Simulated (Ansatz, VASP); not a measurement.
Given: the input of a run of Ansatz 0.2.0 on TiAl.

Contents of input.yaml:

```yaml
crystal:
  lattice:
    - [3.1360984087, 0.0, 0.0]
    - [0.0, 3.1360984087, 0.0]
    - [0.0, 0.0, 3.1360984087]
  atoms:
    - { symbol: Ti, position: [0.0, 0.0, 0.0] }
    - { symbol: Al, position: [0.5, 0.5, 0.5] }
hamiltonian:
  xc: pbesol
  pseudopotentials: { kind: paw }
kpoints:
  mp_grid: { grid: [8, 8, 8] }
scf:
  occupations: { method: fermi_dirac, width: 0.05 }
output:
  forces: true
  stress: true
  eigenvalues: true
```

Potentials or basis: Ansatz PAW.

The run is started by

```sh
$ ansatz run input.yaml --threads 1 --pin off --max-ram 3584MiB --backend cpu --events-out ev --progress --plain --runs-dir out
```

**Question.** Set up the same calculation for VASP 6.6.1. Potentials there: VASP PAW PBE potentials, release 64 (Ti_sv, Al).

**Answer.** As run (the cutoff follows the program's own potentials):

The input INCAR:

```
ALGO = Normal
EDIFF = 1E-7
ENCUT = 520
GGA = PS
ISIF = 2
ISMEAR = -1
LASPH = T
LCHARG = F
LREAL = F
LWAVE = F
NBANDS = 14
NELM = 100
PREC = Accurate
SIGMA = 0.05
```

File KPOINTS:

```
k-points
0
Gamma
  8 8 8
```

The input POSCAR:

```
TiAl
1.0
    3.1360984087      0.0000000000      0.0000000000
    0.0000000000      3.1360984087      0.0000000000
    0.0000000000      0.0000000000      3.1360984087
Ti Al
1 1
Direct
    0.0000000000      0.0000000000      0.0000000000
    0.5000000000      0.5000000000      0.5000000000
```

Potentials or basis: VASP PAW PBE potentials, release 64 (Ti_sv, Al).

The run is started by

```sh
$ cat potpaw_PBE.64/Ti_sv/POTCAR potpaw_PBE.64/Al/POTCAR > POTCAR
$ mpirun -np 1 vasp_std > vasp.out
```

Both were run:

|  | VASP | Ansatz | Ansatz less VASP |
| --- | --- | --- | --- |
| gap on the k mesh at the Fermi level (eV) | none | none | - |
| pressure (GPa) | 2.5 | 2.4 | -0.06 |

A gap of «none» marks a metal or a gap that the smearing closes. The functional is the same, so the differences come from potentials, cutoffs and numerics.

Caveats: the PAW data sets were made with another functional, which shifts forces and pressure a little (VASP); the PAW data sets come from PBE, with cores solved anew for the run's functional, which leaves a small shift of forces and pressure (Ansatz).
